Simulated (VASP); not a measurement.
Input of a VASP 6.6.1 run:

File INCAR:

```
  PREC = Accurate
  ENCUT = 520
  EDIFF = 1E-6
  ISMEAR = 0
  SIGMA = 0.15
  LREAL = False
  LASPH = True
  NELM = 100
  ALGO = Fast
  ISIF = 2
  LWAVE = False
  LCHARG = False
  GGA = PS
  NBANDS = 13
```

File KPOINTS:

```
regular mesh
0
Gamma
  24 24 24
```

Contents of POSCAR:

```
Mo
1.0
   -1.4783676014      1.4783676014      1.7740411216
    1.4783676014     -1.4783676014      1.7740411216
    1.4783676014      1.4783676014     -1.7740411216
Mo
1
Direct
    0.0000000000      0.0000000000      0.0000000000
```

Potentials or basis: VASP PAW PBE potentials, release 64 (Mo_sv).

Launch:

```bash
$ cat potpaw_PBE.64/Mo_sv/POTCAR > POTCAR
$ mpirun -np 1 vasp_std > vasp.out
```

(1) Predict the pressure.

(2) Predict the band gap on the k mesh.

Results:

(1) 0.4 GPa.

(2) none (metal or under the smearing width).

Caveat: the PAW data sets were made with another functional, which shifts forces and pressure a little.
